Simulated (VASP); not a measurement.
# SrO (Fm-3m) in VASP: further runs

The runs below take SrO through band structure, with HSE03, PBE0, TB-mBJ.

Program: VASP 6.6.1. These are calculated values, not measurements. Logs are shortened: lines on timing, memory, paths and dates and some standing lists are left out, and cuts for length are marked.

**1. The crystal as given**

The structure is cubic, space group Fm-3m (No. 225). The conventional cell has a = 5.133 Å, b = 5.133 Å, c = 5.133 Å, α = 90.00°, β = 90.00°, γ = 90.00°. Around Sr (site symmetry m-3m) lie 6 O at 2.57 Å. Around O (site symmetry m-3m) lie 6 Sr at 2.57 Å.

**2. Band structure, HSE03**

File POSCAR:

```
SrO
1.0
    0.0000000000      2.5663000000      2.5663000000
    2.5663000000      0.0000000000      2.5663000000
    2.5663000000      2.5663000000      0.0000000000
Sr O
1 1
Direct
    0.5000000000      0.5000000000      0.5000000000
    0.0000000000      0.0000000000      0.0000000000
```

File INCAR.step1:

```
SYSTEM = SrO
PREC     = Accurate       ! precision mode
ENCUT    = 520            ! plane-wave cutoff, eV
EDIFF    = 1E-5           ! SCF threshold, eV
ISMEAR   = 0              ! smearing method
SIGMA    = 0.02           ! smearing width, eV
LREAL    = .False.        ! projectors in reciprocal space
LASPH    = .True.         ! aspherical terms in the spheres
NELM     = 100            ! most SCF steps
ALGO     = Normal         ! electronic algorithm
ISIF     = 2              ! what is computed and relaxed
LWAVE    = .True.         ! write WAVECAR
LCHARG   = .False.        ! write CHGCAR
NBANDS   = 15             ! bands
GGA      = PE             ! functional
KPAR     = 4
```

File INCAR.step2:

```
SYSTEM = SrO
PREC     = Accurate       ! precision mode
ENCUT    = 520            ! plane-wave cutoff, eV
EDIFF    = 1E-6           ! SCF threshold, eV
ISMEAR   = 0              ! smearing method
SIGMA    = 0.02           ! smearing width, eV
LREAL    = .False.        ! projectors in reciprocal space
LASPH    = .True.         ! aspherical terms in the spheres
NELM     = 100            ! most SCF steps
ALGO     = Normal         ! electronic algorithm
ISIF     = 2              ! what is computed and relaxed
LWAVE    = .False.        ! write WAVECAR
LCHARG   = .False.        ! write CHGCAR
GGA      = PE             ! functional
LHFCALC  = .True.         ! exact exchange
HFSCREEN = 0.3            ! screening, 1/A
PRECFOCK = Fast         
NBANDS   = 15             ! bands
ISTART   = 1            
KPAR     = 4
```

File KPOINTS:

```
Automatic mesh
0
Gamma
  6 6 6
  0 0 0
```

File KPOINTS_OPT:

```
path GXWKGLUWLK,UX
10
line-mode
reciprocal
 0.0000000000  0.0000000000  0.0000000000  G
 0.5000000000  0.0000000000  0.5000000000  X

 0.5000000000  0.0000000000  0.5000000000  X
 0.5000000000  0.2500000000  0.7500000000  W

 0.5000000000  0.2500000000  0.7500000000  W
 0.3750000000  0.3750000000  0.7500000000  K

 0.3750000000  0.3750000000  0.7500000000  K
 0.0000000000  0.0000000000  0.0000000000  G

 0.0000000000  0.0000000000  0.0000000000  G
 0.5000000000  0.5000000000  0.5000000000  L

 0.5000000000  0.5000000000  0.5000000000  L
 0.6250000000  0.2500000000  0.6250000000  U

 0.6250000000  0.2500000000  0.6250000000  U
 0.5000000000  0.2500000000  0.7500000000  W

 0.5000000000  0.2500000000  0.7500000000  W
 0.5000000000  0.5000000000  0.5000000000  L

 0.5000000000  0.5000000000  0.5000000000  L
 0.3750000000  0.3750000000  0.7500000000  K

 0.6250000000  0.2500000000  0.6250000000  U
 0.5000000000  0.0000000000  0.5000000000  X
```

Potentials or basis: VASP PAW PBE potentials, release 64 (Sr_sv, O).

The run is started by

```console
$ cat potpaw_PBE.64/Sr_sv/POTCAR potpaw_PBE.64/O/POTCAR > POTCAR
$ cp INCAR.step1 INCAR
$ mpirun -np 4 vasp_std > vasp.out
$ cp INCAR.step2 INCAR
$ mpirun -np 4 vasp_std > vasp.out
```

OUTCAR:

```text
SYSTEM = SrO
   PREC = Accurate
   ENCUT = 520
   EDIFF = 1E-6
   ISMEAR = 0
   LREAL = .False.
   LASPH = .True.
   NELM = 100
   ISIF = 2
   GGA = PE
   LHFCALC = .True.
   HFSCREEN = 0.3
   PRECFOCK = Fast
   ISTART = 1

 ion  position               nearest neighbor table
   1  0.500  0.500  0.500-   2 2.57   2 2.57   2 2.57   2 2.57   2 2.57   2 2.57
   2  0.000  0.000  0.000-   1 2.57   1 2.57   1 2.57   1 2.57   1 2.57   1 2.57

  LATTYP: Found a face centered cubic cell.
 ALAT       =     5.1326000000

  Lattice vectors:

 A1 = (   0.0000000000,   2.5663000000,   2.5663000000)
 A2 = (   2.5663000000,   0.0000000000,   2.5663000000)
 A3 = (   2.5663000000,   2.5663000000,   0.0000000000)

Analysis of symmetry for initial positions (statically):
=====================================================================
 Subroutine PRICEL returns:
 Original cell was already a primitive cell.

 Routine SETGRP: Setting up the symmetry group for a
 face centered cubic supercell.

 Subroutine GETGRP returns: Found 48 space group operations
 (whereof 48 operations were pure point group operations)
 out of a pool of 48 trial point group operations.

The static configuration has the point symmetry O_h .

Analysis of symmetry for dynamics (positions and initial velocities):
=====================================================================
 Subroutine PRICEL returns:
 Original cell was already a primitive cell.

 Routine SETGRP: Setting up the symmetry group for a
 face centered cubic supercell.

 Subroutine GETGRP returns: Found 48 space group operations
 (whereof 48 operations were pure point group operations)
 out of a pool of 48 trial point group operations.

The dynamic configuration has the point symmetry O_h .

 Subroutine INISYM returns: Found 48 space group operations
 (whereof 48 operations are pure point group operations),
 and found     1 'primitive' translations

----------------------------------------------------------------------------------------

                                     Primitive cell

  volume of cell :      33.8028

  direct lattice vectors                    reciprocal lattice vectors
     0.000000000  2.566300000  2.566300000    -0.194833028  0.194833028  0.194833028
     2.566300000  0.000000000  2.566300000     0.194833028 -0.194833028  0.194833028
     2.566300000  2.566300000  0.000000000     0.194833028  0.194833028 -0.194833028

  length of vectors
[... 90 lines left out ...]
   IALGO  =     38    algorithm
   IMIX   =      1    mixing-type and parameters
     AMIX     =   0.40;   BMIX     =  1.00
     AMIX_MAG =   1.60;   BMIX_MAG =  1.00
  volume/ion in A,a.u.               =      16.90       114.06
  Fermi-wavevector in a.u.,A,eV,Ry     =   1.275843  2.410995 22.147245  1.627777
  Thomas-Fermi vector in A             =   2.408533
   LORBIT       =      0    0 simple, 1 ext, 2 COOP (PROOUT), +10 PAW based schemes
   GGA     = PE    functional components
   LHFCALC =     T    Hartree Fock is set to
   PRECFOCK=fast      Normal, Fast or Accurate (Low or Medium for compatibility)
   ENCUT4O =  -1.0   cutoff for four orbital integrals eV
   NKREDX  =     1    reduce k-point grid by
   NKREDY  =     1    reduce k-point grid by
   NKREDZ  =     1    reduce k-point grid by
   AEXX    =    0.2500 exact exchange contribution
   HFSCREEN=    0.3000 screening length (either q_TF or 0.3 A-1)
   HFSCREENC=   0.3000 screening length for correlation (either q_TF or 0.3 A-1)
   ENCUTFOCK=  -1.0 apply spherical cutoff to Coloumb kernel
   IVDW    =     0    specifies the selected vdW correction
   LEPSILON=     F    determine dielectric tensor
   LRPA    =     F    only Hartree local field effects (RPA)
 non-spin polarized calculation
 Gauss-broadening in eV      SIGMA  =   0.02
  energy-cutoff  :      520.00
  volume of cell :       33.80
 maximum number of plane-waves:       941
  NGX = 16; NGY = 16; NGZ = 16

 number of electron      15.9999996 magnetization

 Free energy of the ion-electron system (eV)
  ---------------------------------------------------
  ext. energy  EPLUGINS =         0.00000000
  ---------------------------------------------------
  free energy    TOTEN  =       -13.93643927 eV

  energy without entropy =      -13.93643927  energy(sigma->0) =      -13.93643927

 E-fermi :   0.9598     XC(G=0):  -8.4312

 val. band max:        0.7629997346   @ k =   0.0000   0.0000   0.0000
 cond. band min:       5.2574736029   @ k =   0.5000   0.5000   0.0000
 fundamental gap:      4.4944738683
 Fermi energy:         0.9597757698

 k-point     1 :       0.0000    0.0000    0.0000
  band No.  band energies     occupation
      1     -33.4858      2.00000
      2     -15.7628      2.00000
      3     -13.8511      2.00000
      4     -13.8511      2.00000
      5     -13.8511      2.00000
      6       0.7630      2.00000
      7       0.7630      2.00000
      8       0.7630      2.00000
      9       6.0434      0.00000
     10       8.3807      0.00000
     11       8.3807      0.00000
     12       8.3807      0.00000
     13      10.6423      0.00000
     14      10.6423      0.00000
[... 257 lines left out ...]
      2     -16.1852      2.00000
      3     -14.7257      2.00000
      4     -14.4090      2.00000
      5     -13.5927      2.00000
      6      -0.1697      2.00000
      7       0.2893      2.00000
      8       0.4304      2.00000
      9       6.6960      0.00000
     10       9.8151      0.00000
     11      10.7923      0.00000
     12      13.4922      0.00000
     13      13.6048      0.00000
     14      15.4139      0.00000
     15      15.9851      0.00000

------------------------ aborting loop because EDIFF is reached ----------------------------------------

  FORCE on cell =-STRESS in cart. coord.  units (eV):
  Direction    XX          YY          ZZ          XY          YZ          ZX
  --------------------------------------------------------------------------------------
  -------------------------------------------------------------------------------------
  Total        0.3817029      0.3817029      0.3817029      0.0000000     -0.0000000      0.0000000
  in kB       18.0918829     18.0918829     18.0918829      0.0000000     -0.0000000      0.0000000
  external PRESSURE =      18.0918829 kB  Pullay stress =       0.0000000 kB

 VOLUME and BASIS-vectors are now :
 -----------------------------------------------------------------------------
  energy-cutoff  :      520.00
  volume of cell :       33.80
      direct lattice vectors                 reciprocal lattice vectors
     0.000000000  2.566300000  2.566300000    -0.194833028  0.194833028  0.194833028
     2.566300000  0.000000000  2.566300000     0.194833028 -0.194833028  0.194833028
     2.566300000  2.566300000  0.000000000     0.194833028  0.194833028 -0.194833028

 POSITION                                       TOTAL-FORCE (eV/Angst)
 -----------------------------------------------------------------------------------
      2.56630      2.56630      2.56630         0.000000      0.000000      0.000000
      0.00000      0.00000      0.00000        -0.000000     -0.000000     -0.000000
 -----------------------------------------------------------------------------------
    total drift:                               -0.000000     -0.000000     -0.000000

  FREE ENERGIE OF THE ION-ELECTRON SYSTEM (eV)
  ---------------------------------------------------
  free  energy   TOTEN  =       -13.9364392735 eV

  energy  without entropy=      -13.9364392735  energy(sigma->0) =      -13.93643927
```

OSZICAR.step1:

```text
N       E                     dE             d eps       ncg     rms          rms(c)
DAV:   1     0.658354937003E+02    0.65835E+02   -0.77691E+03   480   0.101E+03
DAV:   2    -0.105472718078E+02   -0.76383E+02   -0.69503E+02   663   0.218E+02
DAV:   3    -0.141934752986E+02   -0.36462E+01   -0.36325E+01   747   0.407E+01
DAV:   4    -0.142404358330E+02   -0.46961E-01   -0.46959E-01   587   0.415E+00
DAV:   5    -0.142412737297E+02   -0.83790E-03   -0.83789E-03   645   0.357E-01    0.166E+01
DAV:   6    -0.121827617874E+02    0.20585E+01   -0.66601E+00   487   0.195E+01    0.196E+01
DAV:   7    -0.120456755670E+02    0.13709E+00   -0.29209E-01   564   0.481E+00    0.114E+01
DAV:   8    -0.120348503034E+02    0.10825E-01   -0.11647E-01   634   0.340E+00    0.468E-01
DAV:   9    -0.120363131078E+02   -0.14628E-02   -0.56750E-03   619   0.476E-01    0.232E-01
DAV:  10    -0.120367755737E+02   -0.46247E-03   -0.44170E-04   515   0.197E-01    0.844E-02
DAV:  11    -0.120369168771E+02   -0.14130E-03   -0.13891E-04   536   0.870E-02    0.275E-02
DAV:  12    -0.120369347722E+02   -0.17895E-04   -0.27533E-05   507   0.386E-02    0.237E-02
DAV:  13    -0.120369348546E+02   -0.82378E-07   -0.14208E-06   387   0.108E-02
   1 F= -.12036935E+02 E0= -.12036935E+02  d E =-.126999E-19
```

Run time: 11 min. Hardware: 4 MPI ranks of Intel Xeon 6975P-C (Granite Rapids), shared host; peak memory 0.3 GiB.

What came out:

```yaml
Free_energy: -13.9364 eV
Pressure: 1.8 GPa
Band_gap_on_the_k_mesh: 4.49 eV, indirect (least direct gap 4.59 eV)
Band_gap_along_the_path: 4.49 eV, indirect (least direct gap 4.59 eV)
```

Levels at the corners of the path, in eV from the valence-band top:
```csv
point,band 6,band 7,band 8,band 9,band 10,band 11
Γ,0.00,0.00,0.00,5.28,7.62,7.62
X,-0.45,-0.09,-0.09,4.49,9.34,11.80
X,-0.45,-0.09,-0.09,4.49,9.34,11.80
W,-1.19,-0.44,-0.44,7.39,7.39,10.20
W,-1.19,-0.44,-0.44,7.39,7.39,10.20
K,-0.98,-0.60,-0.49,6.07,9.40,10.32
K,-0.98,-0.60,-0.49,6.07,9.40,10.32
Γ,0.00,0.00,0.00,5.28,7.62,7.62
Γ,0.00,0.00,0.00,5.28,7.62,7.62
L,-2.24,-1.19,-1.19,8.00,9.79,10.46
L,-2.24,-1.19,-1.19,8.00,9.79,10.46
U,-0.98,-0.60,-0.49,6.07,9.40,10.32
U,-0.98,-0.60,-0.49,6.07,9.40,10.32
W,-1.19,-0.44,-0.44,7.39,7.39,10.20
W,-1.19,-0.44,-0.44,7.39,7.39,10.20
L,-2.24,-1.19,-1.19,8.00,9.79,10.46
L,-2.24,-1.19,-1.19,8.00,9.79,10.46
K,-0.98,-0.60,-0.49,6.07,9.40,10.32
U,-0.98,-0.60,-0.49,6.07,9.40,10.32
X,-0.45,-0.09,-0.09,4.49,9.34,11.80
```

Caveat: the PAW data sets were made with another functional, which shifts forces and pressure a little.

**3. Band structure, PBE0**

POSCAR is that of step 2.

INCAR.step1 is that of step 2.

Edit INCAR.step2 of step 2 so:

```diff
@@ -15,4 +15,5 @@
 LHFCALC  = .True.         ! exact exchange
-HFSCREEN = 0.3            ! screening, 1/A
+AEXX     = 0.25           ! exact-exchange fraction
 PRECFOCK = Fast         
+HFRCUT   = -1           
 NBANDS   = 15             ! bands
```

KPOINTS is that of step 2.

KPOINTS_OPT is that of step 2.

Potentials or basis: VASP PAW PBE potentials, release 64 (Sr_sv, O).

The run is started by

```console
$ cat potpaw_PBE.64/Sr_sv/POTCAR potpaw_PBE.64/O/POTCAR > POTCAR
$ cp INCAR.step1 INCAR
$ mpirun -np 4 vasp_std > vasp.out
$ cp INCAR.step2 INCAR
$ mpirun -np 4 vasp_std > vasp.out
```

OUTCAR:

```text
SYSTEM = SrO
   PREC = Accurate
   ENCUT = 520
   EDIFF = 1E-6
   ISMEAR = 0
   LREAL = .False.
   LASPH = .True.
   NELM = 100
   ISIF = 2
   GGA = PE
   LHFCALC = .True.
   AEXX = 0.25
   PRECFOCK = Fast
   ISTART = 1

 ion  position               nearest neighbor table
   1  0.500  0.500  0.500-   2 2.57   2 2.57   2 2.57   2 2.57   2 2.57   2 2.57
   2  0.000  0.000  0.000-   1 2.57   1 2.57   1 2.57   1 2.57   1 2.57   1 2.57

  LATTYP: Found a face centered cubic cell.
 ALAT       =     5.1326000000

  Lattice vectors:

 A1 = (   0.0000000000,   2.5663000000,   2.5663000000)
 A2 = (   2.5663000000,   0.0000000000,   2.5663000000)
 A3 = (   2.5663000000,   2.5663000000,   0.0000000000)

Analysis of symmetry for initial positions (statically):
=====================================================================
 Subroutine PRICEL returns:
 Original cell was already a primitive cell.

 Routine SETGRP: Setting up the symmetry group for a
 face centered cubic supercell.

 Subroutine GETGRP returns: Found 48 space group operations
 (whereof 48 operations were pure point group operations)
 out of a pool of 48 trial point group operations.

The static configuration has the point symmetry O_h .
[... 175 lines left out ...]
      6       0.2324      2.00000
      7       0.2324      2.00000
      8       0.2324      2.00000
      9       6.4512      0.00000
     10       8.8803      0.00000
     11       8.8803      0.00000
     12       8.8803      0.00000
     13      11.1494      0.00000
     14      11.1494      0.00000
[... 257 lines left out ...]
      2     -16.7892      2.00000
      3     -15.3308      2.00000
      4     -15.0067      2.00000
      5     -14.1809      2.00000
      6      -0.7332      2.00000
      7      -0.2782      2.00000
      8      -0.1251      2.00000
      9       7.1659      0.00000
     10      10.3128      0.00000
     11      11.3041      0.00000
     12      14.0375      0.00000
     13      14.1536      0.00000
     14      15.9175      0.00000
     15      16.5009      0.00000

------------------------ aborting loop because EDIFF is reached ----------------------------------------

  FORCE on cell =-STRESS in cart. coord.  units (eV):
  Direction    XX          YY          ZZ          XY          YZ          ZX
  --------------------------------------------------------------------------------------
  -------------------------------------------------------------------------------------
  Total        0.3538408      0.3538408      0.3538408      0.0000000      0.0000000     -0.0000000
  in kB       16.7712814     16.7712814     16.7712814      0.0000000      0.0000000     -0.0000000
  external PRESSURE =      16.7712814 kB  Pullay stress =       0.0000000 kB

 VOLUME and BASIS-vectors are now :
 -----------------------------------------------------------------------------
  energy-cutoff  :      520.00
  volume of cell :       33.80
      direct lattice vectors                 reciprocal lattice vectors
     0.000000000  2.566300000  2.566300000    -0.194833028  0.194833028  0.194833028
     2.566300000  0.000000000  2.566300000     0.194833028 -0.194833028  0.194833028
     2.566300000  2.566300000  0.000000000     0.194833028  0.194833028 -0.194833028

 POSITION                                       TOTAL-FORCE (eV/Angst)
 -----------------------------------------------------------------------------------
      2.56630      2.56630      2.56630        -0.000000     -0.000000     -0.000000
      0.00000      0.00000      0.00000         0.000000      0.000000      0.000000
 -----------------------------------------------------------------------------------
    total drift:                               -0.000000     -0.000000     -0.000000

  FREE ENERGIE OF THE ION-ELECTRON SYSTEM (eV)
  ---------------------------------------------------
  free  energy   TOTEN  =       -14.7547736577 eV

  energy  without entropy=      -14.7547736577  energy(sigma->0) =      -14.75477366
```

OUTCAR.step1:

```text
SYSTEM = SrO
   PREC = Accurate
   ENCUT = 520
   EDIFF = 1E-5
   ISMEAR = 0
   LREAL = .False.
   LASPH = .True.
[... 499 lines left out ...]
      2.56630      2.56630      2.56630        -0.000000      0.000000      0.000000
      0.00000      0.00000      0.00000         0.000000      0.000000     -0.000000
 -----------------------------------------------------------------------------------
    total drift:                                0.000000      0.000000      0.000000

  FREE ENERGIE OF THE ION-ELECTRON SYSTEM (eV)
  ---------------------------------------------------
  free  energy   TOTEN  =       -12.0369348546 eV

  energy  without entropy=      -12.0369348546  energy(sigma->0) =      -12.03693485
```

It took 11 min on 4 MPI ranks of Intel Xeon 6975P-C (Granite Rapids), shared host; peak memory 0.22 GiB.

Results:

```yaml
Free_energy: -14.7548 eV
Pressure: 1.7 GPa
Band_gap_on_the_k_mesh: 5.47 eV, indirect (least direct gap 5.58 eV)
Band_gap_along_the_path: 5.47 eV, indirect (least direct gap 5.58 eV)
```

Levels at the corners of the path, in eV from the valence-band top:
```
point  band 5  band 6  band 7  band 8  band 9  band 10  band 11  band 12
    Γ  -14.67    0.00    0.00    0.00    6.22     8.65     8.65     8.65
    X  -15.07   -0.49   -0.10   -0.10    5.47    10.37    12.86    12.96
    X  -15.07   -0.49   -0.10   -0.10    5.47    10.37    12.86    12.96
    W  -14.23   -1.23   -0.47   -0.47    8.41     8.41    11.24    13.93
    W  -14.23   -1.23   -0.47   -0.47    8.41     8.41    11.24    13.93
    K  -14.46   -1.02   -0.63   -0.52    7.08    10.43    11.37    12.88
    K  -14.46   -1.02   -0.63   -0.52    7.08    10.43    11.37    12.88
    Γ  -14.67    0.00    0.00    0.00    6.22     8.65     8.65     8.65
    Γ  -14.67    0.00    0.00    0.00    6.22     8.65     8.65     8.65
    L  -13.67   -2.32   -1.23   -1.23    9.04    10.77    11.52    11.52
    L  -13.67   -2.32   -1.23   -1.23    9.04    10.77    11.52    11.52
    U  -14.46   -1.02   -0.63   -0.52    7.08    10.43    11.37    12.88
    U  -14.46   -1.02   -0.63   -0.52    7.08    10.43    11.37    12.88
    W  -14.23   -1.23   -0.47   -0.47    8.41     8.41    11.24    13.93
    W  -14.23   -1.23   -0.47   -0.47    8.41     8.41    11.24    13.93
    L  -13.67   -2.32   -1.23   -1.23    9.04    10.77    11.52    11.52
    L  -13.67   -2.32   -1.23   -1.23    9.04    10.77    11.52    11.52
    K  -14.46   -1.02   -0.63   -0.52    7.08    10.43    11.37    12.88
    U  -14.46   -1.02   -0.63   -0.52    7.08    10.43    11.37    12.88
    X  -15.07   -0.49   -0.10   -0.10    5.47    10.37    12.86    12.96
```

Caveat: the PAW data sets were made with another functional, which shifts forces and pressure a little.

(Part 1 of 2 ends here.)
